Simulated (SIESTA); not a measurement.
Input of a SIESTA 5.4.2 run:

File GaAs.fdf:

```
SystemName                      GaAs
SystemLabel                     GaAs
NumberOfSpecies                 2
NumberOfAtoms                   2
%block ChemicalSpeciesLabel
  1  33 As
  2  31 Ga
%endblock ChemicalSpeciesLabel
%include structure.fdf

%block kgrid.MonkhorstPack
    8   0   0  0.0
    0   8   0  0.0
    0   0   8  0.0
%endblock kgrid.MonkhorstPack
XC.Functional                   GGA
XC.Authors                      PBE
PAO.BasisSize                   TZDP
PAO.EnergyShift                 0.003 Ry
Mesh.Cutoff                     800 Ry
OccupationFunction              FD
ElectronicTemperature           0.05 eV
MaxSCFIterations                120
SCF.MustConverge                false
SCF.Mixer.Method                Pulay
SCF.Mixer.Weight                0.25
SCF.Mixer.History               8
SCF.DM.Tolerance                5.0e-05
SCF.H.Tolerance                 1.0e-03 eV
WriteForces                     true
Charge.Mulliken                 end
%block PAO.PolarizationScheme
  As non-perturbative
  Ga non-perturbative
%endblock PAO.PolarizationScheme
%block PAO.Basis
  As 4
  n=4 0 3
    5.512 0.000 0.000
  n=4 1 3
    7.356 0.000 0.000
  n=3 2 2
    2.890 0.000
  n=4 2 2
    7.356 0.000
  Ga 4
  n=4 0 3
    6.575 0.000 0.000
  n=4 1 3
    9.448 0.000 0.000
  n=3 2 2
    3.582 0.000
  n=4 2 2
    9.448 0.000
%endblock PAO.Basis
```

structure.fdf

```
LatticeConstant                 1.0 Ang
%block LatticeVectors
     0.0000000000     2.8268500000     2.8268500000
     2.8268500000     0.0000000000     2.8268500000
     2.8268500000     2.8268500000     0.0000000000
%endblock LatticeVectors
AtomicCoordinatesFormat         Fractional
%block AtomicCoordinatesAndAtomicSpecies
     0.7500000000     0.7500000000     0.7500000000  1  As
     0.0000000000     0.0000000000     0.0000000000  2  Ga
%endblock AtomicCoordinatesAndAtomicSpecies
```

Potentials or basis: PseudoDojo 0.4 standard (PBE files), TZDP (energy shift 0.003 Ry; two zetas on semicore shells).

Run with:

```console
$ siesta GaAs.fdf > GaAs.out 2>&1
```

Estimate the pressure.

4.3 GPa.

What does it give for the band gap on the k mesh?

0.58 eV, direct.

Caveat: the basis of atomic orbitals isn't converged, which shifts pressures, moduli and gaps.

**What was measured.**

“Evidence of valence band perturbations in GaAsN/GaAs(001): A combined variable-angle spectroscopic ellipsometry and modulated photoreflectance investigation”, 2008, arxiv:0805.2212 reports, for a bulk crystal of GaAs at 300 K: band gap 1.412 ± 0.01 eV (direct).

Against the measured gap of GaAs, 1.412 eV (direct; 300 K; “Evidence of valence band perturbations in GaAsN/GaAs(001): A combined variable-angle spectroscopic ellipsometry and modulated photoreflectance investigation”, 2008, arxiv:0805.2212), the calculated 0.58 eV is off by -0.84 eV. 3 values of this kind are on record (1.412 to 1.51 eV); this one was drawn at random among those near their median, those with a stated uncertainty first. Spin-orbit coupling on As, Ga is left out. The value is that of PBE in an atomic basis (PseudoDojo 0.4 standard (PBE files), TZDP (energy shift 0.003 Ry; two zetas on semicore shells)), whose error adds to the functional's, on a finite k mesh, which can miss the band edges, without temperature or zero-point motion. Semilocal functionals fall short of measured gaps as a rule.
